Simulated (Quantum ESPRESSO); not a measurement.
Write the native input for Quantum ESPRESSO 7.5 that does the following.

```yaml
Task: band structure
Functional: PBE
Potentials_or_basis: Ansatz NC SR PBE
Cutoff: 1238 eV
Density_cutoff: 4952 eV
k_mesh: 10 × 10 × 5
Occupations: fermi-dirac, width 0.05 eV
Spin: no spin polarisation
Mixing_beta: 0.5
Most_SCF_iterations: 120
SCF_threshold: 8e-10 Ry
```

The system is GaN.

```xyz
4
Lattice="3.1800 0.0000 0.0000 -1.5900 2.7540 0.0000 0.0000 0.0000 5.1660" Properties=species:S:1:pos:R:3 pbc="T T T"
Ga    1.5900    0.9180    2.5830
Ga    0.0000    1.8360    0.0000
N     1.5900    0.9180    4.5203
N     0.0000    1.8360    1.9373
```

One way to write it, as run:

pw.in

```
&CONTROL
  calculation = 'scf'
  prefix = 'pwscf'
  outdir = './tmp'
  pseudo_dir = './pseudo'
  tprnfor = .true.
  tstress = .true.
  disk_io = 'low'
/
&SYSTEM
  ibrav = 0
  A = 3.18
  nat = 4
  ntyp = 2
  ecutwfc = 91
  nbnd = 26
  occupations = 'smearing'
  smearing = 'fd'
  degauss = 0.00367493
/
&ELECTRONS
  conv_thr = 8d-10
  electron_maxstep = 120
  mixing_beta = 0.5
/
ATOMIC_SPECIES
Ga    69.7230 Ga.upf
N     14.0070 N.upf
CELL_PARAMETERS alat
   1.0000000000    0.0000000000    0.0000000000
  -0.5000000000    0.8660254038    0.0000000000
   0.0000000000    0.0000000000    1.6245283019
ATOMIC_POSITIONS alat
Ga     0.5000000000    0.2886751346    0.8122641509
Ga    -0.0000000001    0.5773502692    0.0000000000
N      0.5000000000    0.2886751346    1.4214622642
N     -0.0000000001    0.5773502692    0.6091981132
K_POINTS automatic
10 10 5 0 0 0
```

bands.in

```
&CONTROL
  calculation = 'bands'
  prefix = 'pwscf'
  outdir = './tmp'
  pseudo_dir = './pseudo'
  disk_io = 'low'
  verbosity = 'high'
/
&SYSTEM
  ibrav = 0
  A = 3.18
  nat = 4
  ntyp = 2
  ecutwfc = 91
  nbnd = 26
  occupations = 'smearing'
  smearing = 'fd'
  degauss = 0.00367493
/
&ELECTRONS
  conv_thr = 1d-08
  electron_maxstep = 120
  mixing_beta = 0.5
  diago_full_acc = .true.
/
ATOMIC_SPECIES
Ga    69.7230 Ga.upf
N     14.0070 N.upf
CELL_PARAMETERS alat
   1.0000000000    0.0000000000    0.0000000000
  -0.5000000000    0.8660254038    0.0000000000
   0.0000000000    0.0000000000    1.6245283019
ATOMIC_POSITIONS alat
Ga     0.5000000000    0.2886751346    0.8122641509
Ga    -0.0000000001    0.5773502692    0.0000000000
N      0.5000000000    0.2886751346    1.4214622642
N     -0.0000000001    0.5773502692    0.6091981132
K_POINTS crystal
60
 0.0000000000  0.0000000000  0.0000000000 1
 0.0714285714  0.0000000000  0.0000000000 1
 0.1428571429  0.0000000000  0.0000000000 1
 0.2142857143  0.0000000000  0.0000000000 1
 0.2857142857  0.0000000000  0.0000000000 1
 0.3571428571  0.0000000000  0.0000000000 1
 0.4285714286  0.0000000000  0.0000000000 1
 0.5000000000  0.0000000000  0.0000000000 1
 0.4583333333  0.0833333333  0.0000000000 1
 0.4166666667  0.1666666667  0.0000000000 1
 0.3750000000  0.2500000000  0.0000000000 1
 0.3333333333  0.3333333333  0.0000000000 1
 0.2962962963  0.2962962963  0.0000000000 1
 0.2592592593  0.2592592593  0.0000000000 1
 0.2222222222  0.2222222222  0.0000000000 1
 0.1851851852  0.1851851852  0.0000000000 1
 0.1481481481  0.1481481481  0.0000000000 1
 0.1111111111  0.1111111111  0.0000000000 1
 0.0740740741  0.0740740741  0.0000000000 1
 0.0370370370  0.0370370370  0.0000000000 1
 0.0000000000  0.0000000000  0.0000000000 1
 0.0000000000  0.0000000000  0.1250000000 1
 0.0000000000  0.0000000000  0.2500000000 1
 0.0000000000  0.0000000000  0.3750000000 1
 0.0000000000  0.0000000000  0.5000000000 1
 0.0625000000  0.0000000000  0.5000000000 1
 0.1250000000  0.0000000000  0.5000000000 1
 0.1875000000  0.0000000000  0.5000000000 1
 0.2500000000  0.0000000000  0.5000000000 1
 0.3125000000  0.0000000000  0.5000000000 1
 0.3750000000  0.0000000000  0.5000000000 1
 0.4375000000  0.0000000000  0.5000000000 1
 0.5000000000  0.0000000000  0.5000000000 1
 0.4666666667  0.0666666667  0.5000000000 1
 0.4333333333  0.1333333333  0.5000000000 1
 0.4000000000  0.2000000000  0.5000000000 1
 0.3666666667  0.2666666667  0.5000000000 1
 0.3333333333  0.3333333333  0.5000000000 1
 0.3030303030  0.3030303030  0.5000000000 1
 0.2727272727  0.2727272727  0.5000000000 1
 0.2424242424  0.2424242424  0.5000000000 1
 0.2121212121  0.2121212121  0.5000000000 1
 0.1818181818  0.1818181818  0.5000000000 1
 0.1515151515  0.1515151515  0.5000000000 1
 0.1212121212  0.1212121212  0.5000000000 1
 0.0909090909  0.0909090909  0.5000000000 1
 0.0606060606  0.0606060606  0.5000000000 1
 0.0303030303  0.0303030303  0.5000000000 1
 0.0000000000  0.0000000000  0.5000000000 1
 0.5000000000  0.0000000000  0.5000000000 1
 0.5000000000  0.0000000000  0.4000000000 1
 0.5000000000  0.0000000000  0.3000000000 1
 0.5000000000  0.0000000000  0.2000000000 1
 0.5000000000  0.0000000000  0.1000000000 1
 0.5000000000  0.0000000000  0.0000000000 1
 0.3333333333  0.3333333333  0.0000000000 1
 0.3333333333  0.3333333333  0.1250000000 1
 0.3333333333  0.3333333333  0.2500000000 1
 0.3333333333  0.3333333333  0.3750000000 1
 0.3333333333  0.3333333333  0.5000000000 1
```

Potentials or basis: Ansatz NC SR PBE.

Run with:

```sh
$ OMP_NUM_THREADS=1 pw.x -in pw.in > pw.out
$ OMP_NUM_THREADS=1 pw.x -in bands.in > bands.out
```

It gave:

```yaml
Pressure: 7.6 GPa
Largest_force: 0.137 eV/Å
Band_gap_on_the_k_mesh: 1.99 eV, direct
Band_gap_along_the_path: 1.99 eV, direct
```

Wall time 80 s on 1 thread of AMD EPYC 7B13 (Zen 3), on a shared host, peak memory 0.15 GiB.
